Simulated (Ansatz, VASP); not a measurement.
InP in VASP and in Ansatz

```
CELL_PARAMETERS angstrom
0.00000 2.93950 2.93950
2.93950 0.00000 2.93950
2.93950 2.93950 0.00000
ATOMIC_POSITIONS crystal
In 0.00000 0.00000 0.00000
P 0.75000 0.75000 0.75000
```

Alike in both runs: task single point; functional PBEsol; k mesh 10 × 10 × 10; occupations gaussian, width 0.02 eV; no spin polarisation.

|  | VASP | Ansatz |
| --- | --- | --- |
| version | VASP 6.6.1 | Ansatz 0.2.0 |
| potentials or method | VASP PAW PBE potentials, release 64 (In_d, P), cutoff 520 eV | scalar-relativistic, all-electron LAPW |

```csv
,VASP,Ansatz,Ansatz less VASP
gap on the k mesh at the Fermi level (eV),0.57,0.57,0.000
least direct gap on the mesh (eV),0.57,0.57,0.000
pressure (GPa),0.0,0.0,+0.01
```

Ansatz ran all-electron here, so the differences hold the error of VASP's frozen core and of both bases.

Caveats: the PAW data sets were made with another functional, which shifts forces and pressure a little (VASP); spin-orbit coupling is left out, which moves the levels of the heavy elements.
